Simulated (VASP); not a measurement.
# Ta (Im-3m) in VASP: notebook, part 2 of 2

VASP 6.6.1. The steps go on from the part before.

## (3) Relaxation of cell and atoms, PBE

This run uses another cell than the first one, of 18.29 Å³/atom, 1.015 times its volume.

Contents of INCAR:

```
SYSTEM = Ta
PREC     = Accurate       ! precision mode
ENCUT    = 520            ! plane-wave cutoff, eV
EDIFF    = 1E-7           ! SCF threshold, eV
ISMEAR   = 0              ! smearing method
SIGMA    = 0.1            ! smearing width, eV
LREAL    = .FALSE.        ! projectors in reciprocal space
LASPH    = .TRUE.         ! aspherical terms in the spheres
NELM     = 100            ! most SCF steps
ALGO     = Normal         ! electronic algorithm
ISIF     = 3              ! what is computed and relaxed
LWAVE    = .FALSE.        ! write WAVECAR
LCHARG   = .FALSE.        ! write CHGCAR
GGA      = PE             ! functional
IBRION   = 2              ! ionic algorithm
NSW      = 80             ! ionic steps
EDIFFG   = -0.002         ! ionic threshold
```

Contents of KPOINTS:

```
Automatic mesh
0
G
  18 18 18
  0 0 0
```

Contents of POSCAR:

```
Ta                                      
1.0
   -1.6596469475      1.6596469475      1.6596469475
    1.6596469475     -1.6596469475      1.6596469475
    1.6596469475      1.6596469475     -1.6596469475
  Ta            
     1
Direct
     1.0000000000000000    0.0000000000000000    0.0000000000000000
```

Potentials or basis: VASP PAW PBE potentials, release 64 (Ta_pv).

The run is started by

```sh
cat potpaw_PBE.64/Ta_pv/POTCAR > POTCAR
mpirun -np 1 vasp_std > vasp.out
```

OUTCAR:

```text
SYSTEM = Ta
   PREC = Accurate
   ENCUT = 520
   EDIFF = 1E-7
   ISMEAR = 0
   LREAL = .FALSE.
   LASPH = .TRUE.
   NELM = 100
   ISIF = 3
   GGA = PE
   IBRION = 2
   NSW = 80
   EDIFFG = -0.002

 ion  position               nearest neighbor table
   1  0.000  0.000  0.000-

  LATTYP: Found a body centered cubic cell.
 ALAT       =     3.3192938950

  Lattice vectors:

 A1 = (  -1.6596469475,   1.6596469475,   1.6596469475)
 A2 = (   1.6596469475,  -1.6596469475,   1.6596469475)
 A3 = (   1.6596469475,   1.6596469475,  -1.6596469475)

Analysis of symmetry for initial positions (statically):
=====================================================================
 Subroutine PRICEL returns:
 Original cell was already a primitive cell.

 Routine SETGRP: Setting up the symmetry group for a
 body centered cubic supercell.

 Subroutine GETGRP returns: Found 48 space group operations
 (whereof 48 operations were pure point group operations)
 out of a pool of 48 trial point group operations.

The static configuration has the point symmetry O_h .

Analysis of symmetry for dynamics (positions and initial velocities):
=====================================================================
 Subroutine PRICEL returns:
 Original cell was already a primitive cell.

 Routine SETGRP: Setting up the symmetry group for a
 body centered cubic supercell.

 Subroutine GETGRP returns: Found 48 space group operations
 (whereof 48 operations were pure point group operations)
 out of a pool of 48 trial point group operations.

The dynamic configuration has the point symmetry O_h .

 Subroutine INISYM returns: Found 48 space group operations
 (whereof 48 operations are pure point group operations),
 and found     1 'primitive' translations

----------------------------------------------------------------------------------------

                                     Primitive cell

  volume of cell :      18.2855

[... 112 lines left out ...]
   LHFCALC =     F    Hartree Fock is set to
   AEXX    =    0.0000 exact exchange contribution
   IVDW    =     0    specifies the selected vdW correction
   LEPSILON=     F    determine dielectric tensor
   LRPA    =     F    only Hartree local field effects (RPA)
 conjugate gradient relaxation of ions
 non-spin polarized calculation
 Gauss-broadening in eV      SIGMA  =   0.10
  energy-cutoff  :      520.00
  volume of cell :       18.29
 maximum number of plane-waves:       531
 NGX is ok and might be reduce to    24
   NGX = 11   NGY = 11   NGZ = 11

 number of electron      11.0000001 magnetization

 Free energy of the ion-electron system (eV)
  ---------------------------------------------------
  ext. energy  EPLUGINS =         0.00000000
  ---------------------------------------------------
  free energy    TOTEN  =       -11.81632386 eV

  energy without entropy =      -11.81023609  energy(sigma->0) =      -11.81327998

 E-fermi :   5.3746     XC(G=0): -12.5409

 val. band max:        5.3541167333   @ k =   0.1111   0.1111   0.0000
 cond. band min:       5.3763315608   @ k =   0.3333   0.1667   0.0556
 fundamental gap:      0.0222148275
 Fermi energy:         5.3745635151

 k-point     1 :       0.0000    0.0000    0.0000
  band No.  band energies     occupation
      1     -27.7660      2.00000
      2     -27.7660      2.00000
      3     -27.7660      2.00000
      4      -2.4935      2.00000
      5       6.0994      0.00000
      6       6.0994      0.00000
      7       6.0994      0.00000
      8       9.3192      0.00000
      9       9.3192      0.00000
[... 265 lines left out ...]
 k-point    24 :       0.3889    0.1111    0.0000
  band No.  band energies     occupation
      1     -28.8133      2.00000
      2     -28.1579      2.00000
      3     -27.8215      2.00000
      4       1.4376      2.00000
      5       3.9830      2.00000
      6       5.9801      0.00000
      7       9.0650      0.00000
      8      10.3315      0.00000
      9      13.1164      0.00000

 [... further k-points ...]

------------------------ aborting loop because EDIFF is reached ----------------------------------------

  FORCE on cell =-STRESS in cart. coord.  units (eV):
  Direction    XX          YY          ZZ          XY          YZ          ZX
  --------------------------------------------------------------------------------------
  -------------------------------------------------------------------------------------
  Total        0.0016595      0.0016595      0.0016595     -0.0000000      0.0000000     -0.0000000
  in kB        0.1454042      0.1454042      0.1454042     -0.0000000      0.0000000     -0.0000000
  external PRESSURE =       0.1454042 kB  Pullay stress =       0.0000000 kB

 VOLUME and BASIS-vectors are now :
 -----------------------------------------------------------------------------
  energy-cutoff  :      520.00
  volume of cell :       18.29
      direct lattice vectors                 reciprocal lattice vectors
    -1.659646947  1.659646947  1.659646947     0.000000000  0.301268894  0.301268894
     1.659646947 -1.659646947  1.659646947     0.301268894  0.000000000  0.301268894
     1.659646947  1.659646947 -1.659646947     0.301268894  0.301268894  0.000000000

 POSITION                                       TOTAL-FORCE (eV/Angst)
 -----------------------------------------------------------------------------------
      0.00000      0.00000      0.00000         0.000000     -0.000000      0.000000
 -----------------------------------------------------------------------------------
    total drift:                               -0.000000      0.000000      0.000000

  FREE ENERGIE OF THE ION-ELECTRON SYSTEM (eV)
  ---------------------------------------------------
  free  energy   TOTEN  =       -11.8163238580 eV

  energy  without entropy=      -11.8102360932  energy(sigma->0) =      -11.81327998

 reached required accuracy - stopping structural energy minimisation
```

OSZICAR:

```text
N       E                     dE             d eps       ncg     rms          rms(c)
DAV:   1     0.459068899903E+02    0.45907E+02   -0.65714E+03  3510   0.116E+03
DAV:   2    -0.116225835307E+02   -0.57529E+02   -0.56722E+02  4497   0.245E+02
DAV:   3    -0.122850176405E+02   -0.66243E+00   -0.64440E+00  3977   0.264E+01
DAV:   4    -0.122891121677E+02   -0.40945E-02   -0.40902E-02  3991   0.184E+00
DAV:   5    -0.122891442101E+02   -0.32042E-04   -0.32040E-04  3993   0.131E-01    0.131E+01
DAV:   6    -0.119249981414E+02    0.36415E+00   -0.41291E-01  3641   0.783E+00    0.636E+00
DAV:   7    -0.118175159312E+02    0.10748E+00   -0.33344E-01  3697   0.666E+00    0.391E-01
DAV:   8    -0.118163584477E+02    0.11575E-02   -0.41519E-03  3793   0.831E-01    0.108E-01
DAV:   9    -0.118163293856E+02    0.29062E-04   -0.15026E-04  3729   0.157E-01    0.317E-02
DAV:  10    -0.118163237764E+02    0.56093E-05   -0.46019E-06  3908   0.310E-02    0.510E-03
DAV:  11    -0.118163238580E+02   -0.81672E-07   -0.24598E-07  3755   0.693E-03
   1 F= -.11816324E+02 E0= -.11813280E+02  d E =-.118163E+02
```

CONTCAR:

```text
Ta
   1.00000000000000
    -1.6596469475000000    1.6596469475000000    1.6596469475000000
     1.6596469475000000   -1.6596469475000000    1.6596469475000000
     1.6596469475000000    1.6596469475000000   -1.6596469475000000
  Ta
     1
Direct
     0.0000000000000000    0.0000000000000000    0.0000000000000000

  0.00000000E+00  0.00000000E+00  0.00000000E+00
```

It took 27 s on 1 thread of AMD EPYC 7R13 (Zen 3), shared host; peak memory 0.14 GiB.

What came out:

```
Free energy             : -11.8163 eV
Pressure after relaxing : 0.0 GPa
Band gap on the k mesh  : none (metal or under the smearing width)
```

Final structure:
```
Ta
1.0
    -1.65965    1.65965    1.65965
     1.65965   -1.65965    1.65965
     1.65965    1.65965   -1.65965
Ta
1
Cartesian
  0.0000 0.0000 0.0000
```

Levels at points of the mesh, in eV from the Fermi level:
```csv
k point,band 2,band 3,band 4,band 5,band 6,band 7,band 8,band 9
"(0.00, 0.00, 0.00)",-33.14,-33.14,-7.87,0.72,0.72,0.72,3.94,3.94
"(0.50, 0.00, 0.00)",-33.50,-33.15,-4.32,-1.51,1.51,3.82,4.83,7.64
"(0.50, 0.50, 0.50)",-33.92,-33.92,-3.72,-3.72,6.70,6.70,6.70,8.51
```

Caveat: the relaxation stopped at its first step, so nothing moved.

## (4) Vibrations by finite differences, PBE

This run uses another cell than the first one, of 18.29 Å³/atom, 1.015 times its volume.

Contents of INCAR:

```
SYSTEM = Ta
PREC = Accurate
ENCUT = 520
EDIFF = 1E-8
ISMEAR = 0
SIGMA = 0.1
LREAL = .False.
LASPH = .True.
NELM = 100
ALGO = Normal
ISIF = 3
LWAVE = .False.
LCHARG = .False.
GGA = PE
IBRION = 6
NFREE = 2
POTIM = 0.015
NSW = 1
```

Contents of KPOINTS:

```
Automatic mesh
0
Gamma
  18 18 18
  0 0 0
```

Edit POSCAR of step 3 so:

```diff
@@ -8,2 +8,2 @@
 Direct
-     1.0000000000000000    0.0000000000000000    0.0000000000000000
+     0.0000000000000000    0.0000000000000000    0.0000000000000000
```

The run is started by

```sh
cat potpaw_PBE.64/Ta_pv/POTCAR > POTCAR
mpirun -np 1 vasp_std > vasp.out
```

Wall time 22 min (1 thread of AMD EPYC 7R13 (Zen 3), shared host); peak memory 0.54 GiB.

It converged, with:

| Property | Result |
| --- | --- |
| Elastic constants C11, C12, C44 | 264, 161, 74 GPa |
| Voigt bulk modulus | 195 GPa |

Elastic tensor in Voigt notation (GPa, in the Cartesian axes of the cell as first typed):
```
264 161 161   0   0   0
161 264 161   0   0   0
161 161 264   0   0   0
  0   0   0  74   0   0
  0   0   0   0  74   0
  0   0   0   0   0  74
```

Clamped-ion elastic tensor (GPa):
```
264 161 161   0   0   0
161 264 161   0   0   0
161 161 264   0   0   0
  0   0   0  74   0   0
  0   0   0   0  74   0
  0   0   0   0   0  74
```
